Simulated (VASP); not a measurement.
# I (C2/m) in VASP: settings compared, part 5 of 6

VASP 6.6.1. Earlier steps stand in the parts before.

## 62. Equation of state, r2SCAN, 43.46 Å³/atom

Contents of INCAR:

```
  ADDGRID = F
  ALGO = Normal
  EDIFF = 1E-6
  ENCUT = 520
  ISIF = 2
  ISMEAR = 0
  LASPH = T
  LCHARG = F
  LMIXTAU = T
  LREAL = F
  LWAVE = F
  METAGGA = R2SCAN
  NELM = 100
  PREC = Accurate
  SIGMA = 0.05
```

Contents of KPOINTS:

```
k-points
0
Gamma
  5 5 8
```

Contents of POSCAR:

```
I
1.0
    2.5127049617     -3.6691817206      0.0000000000
    2.5127049617      3.6691817206      0.0000000000
   -1.6045012444      0.0000000000      2.3570446594
I
1
Direct
    0.5000000000      0.5000000000      0.5000000000
```

On the command line:

```bash
> cat potpaw_PBE.64/I/POTCAR > POTCAR
> mpirun -np 1 vasp_std > vasp.out
```

Run time: 59 s. Hardware: 1 thread of Intel Xeon Platinum 8375C at 2.90GHz (Ice Lake), shared host; peak memory 0.18 GiB.

The run converged, but some of its settings lie outside the range that counts as converged, so its numbers aren't taken as properties of the crystal.

What came out:

| Property | Result |
| --- | --- |
| Free energy | -24.4807 eV |
| Pressure | 1.8 GPa |
| Band gap on the k mesh | none (metal or under the smearing width) |

Caveat: the PAW data sets were made with another functional, which shifts forces and pressure a little; an odd number of electrons without spin polarisation forces a metal; a magnetic or distorted state may lie lower.

## 63. Equation of state, r2SCAN, 46.15 Å³/atom

INCAR is that of step 62.

KPOINTS is that of step 62.

Contents of POSCAR:

```
I
1.0
    2.5634803581     -3.7433265802      0.0000000000
    2.5634803581      3.7433265802      0.0000000000
   -1.6369241465      0.0000000000      2.4046745558
I
1
Direct
    0.5000000000      0.5000000000      0.5000000000
```

Potentials or basis: VASP PAW PBE potentials, release 64 (I).

On the command line:

```bash
> cat potpaw_PBE.64/I/POTCAR > POTCAR
> mpirun -np 1 vasp_std > vasp.out
```

Run time: 60 s. Hardware: 1 thread of Intel Xeon Platinum 8375C at 2.90GHz (Ice Lake), shared host; peak memory 0.18 GiB.

These settings aren't checked as converged: the numbers below hold their error.

What came out:

| Property | Result |
| --- | --- |
| Free energy | -24.4974 eV |
| Pressure | 0.2 GPa |
| Band gap on the k mesh | none (metal or under the smearing width) |

Caveat: the PAW data sets were made with another functional, which shifts forces and pressure a little; an odd number of electrons without spin polarisation forces a metal; a magnetic or distorted state may lie lower.

## 64. Equation of state, r2SCAN, 43.46 Å³/atom

INCAR: that of step 63 with these lines changed.

```diff
@@ -3,3 +3,3 @@
   EDIFF = 1E-6
-  ENCUT = 520
+  ENCUT = 650
   ISIF = 2
```

Contents of KPOINTS:

```
k-points
0
Gamma
  5 5 7
```

Contents of POSCAR:

```
I
1.0
    2.5127049617     -3.6691817206      0.0000000000
    2.5127049617      3.6691817206      0.0000000000
   -1.6045012444      0.0000000000      2.3570446594
I
1
Direct
    0.5000000000      0.5000000000      0.5000000000
```

On the command line:

```bash
> cat potpaw_PBE.64/I/POTCAR > POTCAR
> mpirun -np 1 vasp_std > vasp.out
```

It took 56 s on 1 thread of Intel Xeon Platinum 8375C at 2.90GHz (Ice Lake), shared host; peak memory 0.2 GiB.

These settings aren't checked as converged: the numbers below hold their error.

Results:

- Free energy: -24.5219 eV
- Pressure: 1.2 GPa
- Band gap on the k mesh: none (metal or under the smearing width)

Caveat: the k mesh is coarse (spacing up to 0.38 Å⁻¹), so the values aren't converged; the PAW data sets were made with another functional, which shifts forces and pressure a little; an odd number of electrons without spin polarisation forces a metal; a magnetic or distorted state may lie lower.

## 65. Equation of state, r2SCAN, 46.15 Å³/atom

INCAR is that of step 64.

KPOINTS is that of step 64.

Contents of POSCAR:

```
I
1.0
    2.5634803581     -3.7433265802      0.0000000000
    2.5634803581      3.7433265802      0.0000000000
   -1.6369241465      0.0000000000      2.4046745558
I
1
Direct
    0.5000000000      0.5000000000      0.5000000000
```

On the command line:

```bash
> cat potpaw_PBE.64/I/POTCAR > POTCAR
> mpirun -np 1 vasp_std > vasp.out
```

Run time: 53 s. Hardware: 1 thread of Intel Xeon Platinum 8375C at 2.90GHz (Ice Lake), shared host; peak memory 0.2 GiB.

These settings aren't checked as converged: the numbers below hold their error.

Results:

* Free energy: -24.5276 eV
* Pressure: -0.4 GPa
* Band gap on the k mesh: none (metal or under the smearing width)

Caveat: the k mesh is coarse (spacing up to 0.37 Å⁻¹), so the values aren't converged; the PAW data sets were made with another functional, which shifts forces and pressure a little; an odd number of electrons without spin polarisation forces a metal; a magnetic or distorted state may lie lower.

## 66. Equation of state, r2SCAN, 43.46 Å³/atom

INCAR: that of step 65 with these lines changed.

```diff
@@ -3,3 +3,3 @@
   EDIFF = 1E-6
-  ENCUT = 650
+  ENCUT = 280
   ISIF = 2
```

Contents of KPOINTS:

```
k-points
0
Gamma
  8 8 11
```

Contents of POSCAR:

```
I
1.0
    2.5127049617     -3.6691817206      0.0000000000
    2.5127049617      3.6691817206      0.0000000000
   -1.6045012444      0.0000000000      2.3570446594
I
1
Direct
    0.5000000000      0.5000000000      0.5000000000
```

Potentials or basis: VASP PAW PBE potentials, release 64 (I).

On the command line:

```bash
> cat potpaw_PBE.64/I/POTCAR > POTCAR
> mpirun -np 1 vasp_std > vasp.out
```

Wall time 41 s (1 thread of Intel Xeon Platinum 8375C at 2.90GHz (Ice Lake), shared host); peak memory 0.14 GiB.

These settings aren't checked as converged: the numbers below hold their error.

What came out:

```yaml
Free_energy: -24.4263 eV
Pressure: 1.2 GPa
Band_gap_on_the_k_mesh: none (metal or under the smearing width)
```

Caveat: the PAW data sets were made with another functional, which shifts forces and pressure a little; an odd number of electrons without spin polarisation forces a metal; a magnetic or distorted state may lie lower.

## 67. Equation of state, r2SCAN, 46.15 Å³/atom

INCAR is that of step 66.

KPOINTS is that of step 66.

Contents of POSCAR:

```
I
1.0
    2.5634803581     -3.7433265802      0.0000000000
    2.5634803581      3.7433265802      0.0000000000
   -1.6369241465      0.0000000000      2.4046745558
I
1
Direct
    0.5000000000      0.5000000000      0.5000000000
```

On the command line:

```bash
> cat potpaw_PBE.64/I/POTCAR > POTCAR
> mpirun -np 1 vasp_std > vasp.out
```

Run time: 77 s. Hardware: 1 thread of Intel Xeon Platinum 8375C at 2.90GHz (Ice Lake), shared host; peak memory 0.15 GiB.

These settings aren't checked as converged: the numbers below hold their error.

What came out:

* Free energy: -24.4340 eV
* Pressure: -0.2 GPa
* Band gap on the k mesh: none (metal or under the smearing width)

Caveat: the PAW data sets were made with another functional, which shifts forces and pressure a little; an odd number of electrons without spin polarisation forces a metal; a magnetic or distorted state may lie lower.

## 68. Equation of state, r2SCAN, 43.46 Å³/atom

INCAR: that of step 67 with these lines changed.

```diff
@@ -3,3 +3,3 @@
   EDIFF = 1E-6
-  ENCUT = 280
+  ENCUT = 650
   ISIF = 2
```

Contents of KPOINTS:

```
k-points
0
Gamma
  5 5 8
```

Contents of POSCAR:

```
I
1.0
    2.5127049617     -3.6691817206      0.0000000000
    2.5127049617      3.6691817206      0.0000000000
   -1.6045012444      0.0000000000      2.3570446594
I
1
Direct
    0.5000000000      0.5000000000      0.5000000000
```

On the command line:

```bash
> cat potpaw_PBE.64/I/POTCAR > POTCAR
> mpirun -np 1 vasp_std > vasp.out
```

Run time: 74 s. Hardware: 1 thread of Intel Xeon Platinum 8375C at 2.90GHz (Ice Lake), shared host; peak memory 0.2 GiB.

These settings aren't checked as converged: the numbers below hold their error.

Results:

```yaml
Free_energy: -24.4820 eV
Pressure: 1.8 GPa
Band_gap_on_the_k_mesh: none (metal or under the smearing width)
```

Caveat: the PAW data sets were made with another functional, which shifts forces and pressure a little; an odd number of electrons without spin polarisation forces a metal; a magnetic or distorted state may lie lower.

## 69. Equation of state, r2SCAN, 46.15 Å³/atom

INCAR is that of step 68.

KPOINTS is that of step 68.

Contents of POSCAR:

```
I
1.0
    2.5634803581     -3.7433265802      0.0000000000
    2.5634803581      3.7433265802      0.0000000000
   -1.6369241465      0.0000000000      2.4046745558
I
1
Direct
    0.5000000000      0.5000000000      0.5000000000
```

Potentials or basis: VASP PAW PBE potentials, release 64 (I).

On the command line:

```bash
> cat potpaw_PBE.64/I/POTCAR > POTCAR
> mpirun -np 1 vasp_std > vasp.out
```

Run time: 73 s. Hardware: 1 thread of Intel Xeon Platinum 8375C at 2.90GHz (Ice Lake), shared host; peak memory 0.2 GiB.

The run converged, but some of its settings lie outside the range that counts as converged, so its numbers aren't taken as properties of the crystal.

What came out:

```yaml
Free_energy: -24.4987 eV
Pressure: 0.2 GPa
Band_gap_on_the_k_mesh: none (metal or under the smearing width)
```

Caveat: the PAW data sets were made with another functional, which shifts forces and pressure a little; an odd number of electrons without spin polarisation forces a metal; a magnetic or distorted state may lie lower.

## 70. Equation of state, r2SCAN, 43.46 Å³/atom

INCAR: that of step 69 with these lines changed.

```diff
@@ -3,3 +3,3 @@
   EDIFF = 1E-6
-  ENCUT = 650
+  ENCUT = 220
   ISIF = 2
```

Contents of KPOINTS:

```
k-points
0
Gamma
  9 9 14
```

Contents of POSCAR:

```
I
1.0
    2.5127049617     -3.6691817206      0.0000000000
    2.5127049617      3.6691817206      0.0000000000
   -1.6045012444      0.0000000000      2.3570446594
I
1
Direct
    0.5000000000      0.5000000000      0.5000000000
```

On the command line:

```bash
> cat potpaw_PBE.64/I/POTCAR > POTCAR
> mpirun -np 1 vasp_std > vasp.out
```

Wall time 77 s (1 thread of Intel Xeon Platinum 8375C at 2.90GHz (Ice Lake), shared host); peak memory 0.14 GiB.

The run converged, but some of its settings lie outside the range that counts as converged, so its numbers aren't taken as properties of the crystal.

Results:

```
Free energy            : -24.3966 eV
Pressure               : 2.2 GPa
Band gap on the k mesh : none (metal or under the smearing width)
```

Caveat: the PAW data sets were made with another functional, which shifts forces and pressure a little; an odd number of electrons without spin polarisation forces a metal; a magnetic or distorted state may lie lower.

## 71. Equation of state, r2SCAN, 46.15 Å³/atom

INCAR is that of step 70.

KPOINTS is that of step 70.

Contents of POSCAR:

```
I
1.0
    2.5634803581     -3.7433265802      0.0000000000
    2.5634803581      3.7433265802      0.0000000000
   -1.6369241465      0.0000000000      2.4046745558
I
1
Direct
    0.5000000000      0.5000000000      0.5000000000
```

On the command line:

```bash
> cat potpaw_PBE.64/I/POTCAR > POTCAR
> mpirun -np 1 vasp_std > vasp.out
```

It took 66 s on 1 thread of Intel Xeon Platinum 8375C at 2.90GHz (Ice Lake), shared host; peak memory 0.14 GiB.

The run converged, but some of its settings lie outside the range that counts as converged, so its numbers aren't taken as properties of the crystal.

Results:

| Property | Result |
| --- | --- |
| Free energy | -24.4201 eV |
| Pressure | 0.6 GPa |
| Band gap on the k mesh | none (metal or under the smearing width) |

Caveat: the PAW data sets were made with another functional, which shifts forces and pressure a little; an odd number of electrons without spin polarisation forces a metal; a magnetic or distorted state may lie lower.

## 72. Equation of state, r2SCAN, 43.46 Å³/atom

INCAR: that of step 71 with these lines changed.

```diff
@@ -3,3 +3,3 @@
   EDIFF = 1E-6
-  ENCUT = 220
+  ENCUT = 280
   ISIF = 2
```

KPOINTS is that of step 71.

Contents of POSCAR:

```
I
1.0
    2.5127049617     -3.6691817206      0.0000000000
    2.5127049617      3.6691817206      0.0000000000
   -1.6045012444      0.0000000000      2.3570446594
I
1
Direct
    0.5000000000      0.5000000000      0.5000000000
```

Potentials or basis: VASP PAW PBE potentials, release 64 (I).

On the command line:

```bash
> cat potpaw_PBE.64/I/POTCAR > POTCAR
> mpirun -np 1 vasp_std > vasp.out
```

Wall time 96 s (1 thread of Intel Xeon Platinum 8375C at 2.90GHz (Ice Lake), shared host); peak memory 0.15 GiB.

The run converged, but some of its settings lie outside the range that counts as converged, so its numbers aren't taken as properties of the crystal.

Results:

| Quantity | Value |
| --- | --- |
| Free energy | -24.3976 eV |
| Pressure | 2.2 GPa |
| Band gap on the k mesh | none (metal or under the smearing width) |

Caveat: the PAW data sets were made with another functional, which shifts forces and pressure a little; an odd number of electrons without spin polarisation forces a metal; a magnetic or distorted state may lie lower.

## 73. Equation of state, r2SCAN, 46.15 Å³/atom

INCAR is that of step 72.

KPOINTS is that of step 72.

Contents of POSCAR:

```
I
1.0
    2.5634803581     -3.7433265802      0.0000000000
    2.5634803581      3.7433265802      0.0000000000
   -1.6369241465      0.0000000000      2.4046745558
I
1
Direct
    0.5000000000      0.5000000000      0.5000000000
```

On the command line:

```bash
> cat potpaw_PBE.64/I/POTCAR > POTCAR
> mpirun -np 1 vasp_std > vasp.out
```

Run time: 2.2 min. Hardware: 1 thread of Intel Xeon Platinum 8375C at 2.90GHz (Ice Lake), shared host; peak memory 0.16 GiB.

These settings aren't checked as converged: the numbers below hold their error.

Results:

| Item | Value |
| --- | --- |
| Free energy | -24.4206 eV |
| Pressure | 0.6 GPa |
| Band gap on the k mesh | none (metal or under the smearing width) |

Caveat: the PAW data sets were made with another functional, which shifts forces and pressure a little; an odd number of electrons without spin polarisation forces a metal; a magnetic or distorted state may lie lower.

## 74. Equation of state, r2SCAN, 43.46 Å³/atom

INCAR: that of step 73 with these lines changed.

```diff
@@ -3,3 +3,3 @@
   EDIFF = 1E-6
-  ENCUT = 280
+  ENCUT = 900
   ISIF = 2
```

Contents of KPOINTS:

```
k-points
0
Gamma
  5 5 8
```

Contents of POSCAR:

```
I
1.0
    2.5127049617     -3.6691817206      0.0000000000
    2.5127049617      3.6691817206      0.0000000000
   -1.6045012444      0.0000000000      2.3570446594
I
1
Direct
    0.5000000000      0.5000000000      0.5000000000
```

On the command line:

```bash
> cat potpaw_PBE.64/I/POTCAR > POTCAR
> mpirun -np 1 vasp_std > vasp.out
```

It took 1.8 min on 1 thread of Intel Xeon Platinum 8375C at 2.90GHz (Ice Lake), shared host; peak memory 0.28 GiB.

The run converged, but some of its settings lie outside the range that counts as converged, so its numbers aren't taken as properties of the crystal.

Results:

| Item | Value |
| --- | --- |
| Free energy | -24.4827 eV |
| Pressure | 1.9 GPa |
| Band gap on the k mesh | none (metal or under the smearing width) |

Caveat: the PAW data sets were made with another functional, which shifts forces and pressure a little; an odd number of electrons without spin polarisation forces a metal; a magnetic or distorted state may lie lower.

## 75. Equation of state, r2SCAN, 46.15 Å³/atom

INCAR is that of step 74.

KPOINTS is that of step 74.

Contents of POSCAR:

```
I
1.0
    2.5634803581     -3.7433265802      0.0000000000
    2.5634803581      3.7433265802      0.0000000000
   -1.6369241465      0.0000000000      2.4046745558
I
1
Direct
    0.5000000000      0.5000000000      0.5000000000
```

Potentials or basis: VASP PAW PBE potentials, release 64 (I).

On the command line:

```bash
> cat potpaw_PBE.64/I/POTCAR > POTCAR
> mpirun -np 1 vasp_std > vasp.out
```

Run time: 1.9 min. Hardware: 1 thread of Intel Xeon Platinum 8375C at 2.90GHz (Ice Lake), shared host; peak memory 0.28 GiB.

These settings aren't checked as converged: the numbers below hold their error.

Results:

```yaml
Free_energy: -24.4994 eV
Pressure: 0.3 GPa
Band_gap_on_the_k_mesh: none (metal or under the smearing width)
```

Caveat: the PAW data sets were made with another functional, which shifts forces and pressure a little; an odd number of electrons without spin polarisation forces a metal; a magnetic or distorted state may lie lower.

## 76. Equation of state, r2SCAN, 43.46 Å³/atom

INCAR: that of step 75 with these lines changed.

```diff
@@ -3,3 +3,3 @@
   EDIFF = 1E-6
-  ENCUT = 900
+  ENCUT = 400
   ISIF = 2
```

Contents of KPOINTS:

```
k-points
0
Gamma
  8 8 11
```

Contents of POSCAR:

```
I
1.0
    2.5127049617     -3.6691817206      0.0000000000
    2.5127049617      3.6691817206      0.0000000000
   -1.6045012444      0.0000000000      2.3570446594
I
1
Direct
    0.5000000000      0.5000000000      0.5000000000
```

On the command line:

```bash
> cat potpaw_PBE.64/I/POTCAR > POTCAR
> mpirun -np 1 vasp_std > vasp.out
```

Wall time 1.9 min (1 thread of Intel Xeon Platinum 8375C at 2.90GHz (Ice Lake), shared host); peak memory 0.18 GiB.

The run converged, but some of its settings lie outside the range that counts as converged, so its numbers aren't taken as properties of the crystal.

Results:

```
Free energy            : -24.4273 eV
Pressure               : 1.2 GPa
Band gap on the k mesh : none (metal or under the smearing width)
```

Caveat: the PAW data sets were made with another functional, which shifts forces and pressure a little; an odd number of electrons without spin polarisation forces a metal; a magnetic or distorted state may lie lower.

## 77. Equation of state, r2SCAN, 46.15 Å³/atom

INCAR is that of step 76.

KPOINTS is that of step 76.

Contents of POSCAR:

```
I
1.0
    2.5634803581     -3.7433265802      0.0000000000
    2.5634803581      3.7433265802      0.0000000000
   -1.6369241465      0.0000000000      2.4046745558
I
1
Direct
    0.5000000000      0.5000000000      0.5000000000
```

On the command line:

```bash
> cat potpaw_PBE.64/I/POTCAR > POTCAR
> mpirun -np 1 vasp_std > vasp.out
```

Wall time 2 min (1 thread of Intel Xeon Platinum 8375C at 2.90GHz (Ice Lake), shared host); peak memory 0.18 GiB.

These settings aren't checked as converged: the numbers below hold their error.

What came out:

```
Free energy            : -24.4351 eV
Pressure               : -0.2 GPa
Band gap on the k mesh : none (metal or under the smearing width)
```

Caveat: the PAW data sets were made with another functional, which shifts forces and pressure a little; an odd number of electrons without spin polarisation forces a metal; a magnetic or distorted state may lie lower.

## 78. Equation of state, r2SCAN, 43.46 Å³/atom

INCAR: that of step 77 with these lines changed.

```diff
@@ -3,3 +3,3 @@
   EDIFF = 1E-6
-  ENCUT = 400
+  ENCUT = 460
   ISIF = 2
```

KPOINTS is that of step 77.

Contents of POSCAR:

```
I
1.0
    2.5127049617     -3.6691817206      0.0000000000
    2.5127049617      3.6691817206      0.0000000000
   -1.6045012444      0.0000000000      2.3570446594
I
1
Direct
    0.5000000000      0.5000000000      0.5000000000
```

Potentials or basis: VASP PAW PBE potentials, release 64 (I).

On the command line:

```bash
> cat potpaw_PBE.64/I/POTCAR > POTCAR
> mpirun -np 1 vasp_std > vasp.out
```

Run time: 84 s. Hardware: 1 thread of Intel Xeon Platinum 8375C at 2.90GHz (Ice Lake), shared host; peak memory 0.19 GiB.

The run converged, but some of its settings lie outside the range that counts as converged, so its numbers aren't taken as properties of the crystal.

What came out:

```
Free energy            : -24.4278 eV
Pressure               : 1.3 GPa
Band gap on the k mesh : none (metal or under the smearing width)
```

Caveat: the PAW data sets were made with another functional, which shifts forces and pressure a little; an odd number of electrons without spin polarisation forces a metal; a magnetic or distorted state may lie lower.

## 79. Equation of state, r2SCAN, 46.15 Å³/atom

INCAR is that of step 78.

KPOINTS is that of step 78.

Contents of POSCAR:

```
I
1.0
    2.5634803581     -3.7433265802      0.0000000000
    2.5634803581      3.7433265802      0.0000000000
   -1.6369241465      0.0000000000      2.4046745558
I
1
Direct
    0.5000000000      0.5000000000      0.5000000000
```

On the command line:

```bash
> cat potpaw_PBE.64/I/POTCAR > POTCAR
> mpirun -np 1 vasp_std > vasp.out
```

Wall time 82 s (1 thread of Intel Xeon Platinum 8375C at 2.90GHz (Ice Lake), shared host); peak memory 0.2 GiB.

These settings aren't checked as converged: the numbers below hold their error.

Results:

- Free energy: -24.4356 eV
- Pressure: -0.2 GPa
- Band gap on the k mesh: none (metal or under the smearing width)

Caveat: the PAW data sets were made with another functional, which shifts forces and pressure a little; an odd number of electrons without spin polarisation forces a metal; a magnetic or distorted state may lie lower.

## 80. Equation of state, r2SCAN, 43.46 Å³/atom

INCAR: that of step 79 with these lines changed.

```diff
@@ -3,3 +3,3 @@
   EDIFF = 1E-6
-  ENCUT = 460
+  ENCUT = 520
   ISIF = 2
```

KPOINTS is that of step 79.

Contents of POSCAR:

```
I
1.0
    2.5127049617     -3.6691817206      0.0000000000
    2.5127049617      3.6691817206      0.0000000000
   -1.6045012444      0.0000000000      2.3570446594
I
1
Direct
    0.5000000000      0.5000000000      0.5000000000
```

On the command line:

```bash
> cat potpaw_PBE.64/I/POTCAR > POTCAR
> mpirun -np 1 vasp_std > vasp.out
```

Wall time 2.4 min (1 thread of Intel Xeon Platinum 8375C at 2.90GHz (Ice Lake), shared host); peak memory 0.22 GiB.

These settings aren't checked as converged: the numbers below hold their error.

What came out:

- Free energy: -24.4285 eV
- Pressure: 1.3 GPa
- Band gap on the k mesh: none (metal or under the smearing width)

Caveat: the PAW data sets were made with another functional, which shifts forces and pressure a little; an odd number of electrons without spin polarisation forces a metal; a magnetic or distorted state may lie lower.

(Part 5 of 6 ends here.)
